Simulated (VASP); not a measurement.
Wanted: the native input for a VASP 6.6.1 run.

```
Task                      : relaxation of the atoms
Functional                : revPBE
Potentials or basis       : VASP PAW PBE potentials, release 64 (Si)
Cutoff                    : 520 eV
k mesh                    : 11 × 11 × 1
Occupations               : fermi-dirac, width 0.05 eV
Spin                      : no spin polarisation
Dipole correction         : yes
Atoms held fixed (from 0) : [0]
Further INCAR settings    : ALGO = Fast; EDIFF = 1e-06; IBRION = 2; EDIFFG = -0.02; NSW = 60
```

The structure of Si lies in POSCAR:

```
Si
1.0
    2.3993200000      0.0000000000      0.0000000000
    0.0000000000      2.4179400000      0.0000000000
    0.0000000000      0.0000000000     23.8000000000
Si
1
Selective dynamics
Direct
    0.5000000000      0.5000000000      0.2941200000  F F F
```

The cell was built by a generator and needn't be a form met in nature.

The input as run:

INCAR

```
  PREC = Accurate
  ENCUT = 520
  EDIFF = 1E-6
  ISMEAR = -1
  SIGMA = 0.05
  LREAL = F
  LASPH = T
  NELM = 80
  ALGO = Fast
  ISIF = 2
  LWAVE = F
  LCHARG = F
  LDIPOL = T
  IDIPOL = 3
  DIPOL = 0.5 0.5 0.294
  GGA = RE
  IBRION = 2
  NSW = 60
  EDIFFG = -0.02
```

KPOINTS

```
regular mesh
0
Gamma
  11 11 1
```

Potentials or basis: VASP PAW PBE potentials, release 64 (Si).

Launch:

```sh
$ cat potpaw_PBE.64/Si/POTCAR > POTCAR
$ mpirun -np 1 vasp_std > vasp.out
```

Results of the run:

* Band gap on the k mesh: none (metal or under the smearing width)

Caveat: the relaxation stopped at its first step, so nothing moved.

Run time: 25 s on 1 thread of Intel(R) Xeon(R) Platinum 8488C (Sapphire Rapids) (shared host), peak memory 0.22 GiB.
